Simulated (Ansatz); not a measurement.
Cu:

```
Cu
1.0
     1.21846   -3.97638    0.00000
     1.21846    3.97638    0.00000
     0.00000    0.00000    2.47550
Cu
2
Direct
  0.86613 0.13387 0.75000
  0.13387 0.86613 0.25000
```

This isn't the form of Cu at room conditions, which is fcc.

Program: Ansatz 0.2.0. Alike in all runs: task band structure; potentials or basis all-electron LAPW, scalar-relativistic; no spin polarisation; cell as given; k mesh 11 × 11 × 11; smearing fermi-dirac 0.05 eV; basis error allowed 0.001 eV/atom.

Q: Order these runs on this cell by their pressure, lowest first.
A. level PBE; cutoff (eV) 329
B. level LDA; cutoff (eV) 330
C. level PBEsol; cutoff (eV) 329

A: B (-7.6 GPa), C (-1.5 GPa), A (6.6 GPa).
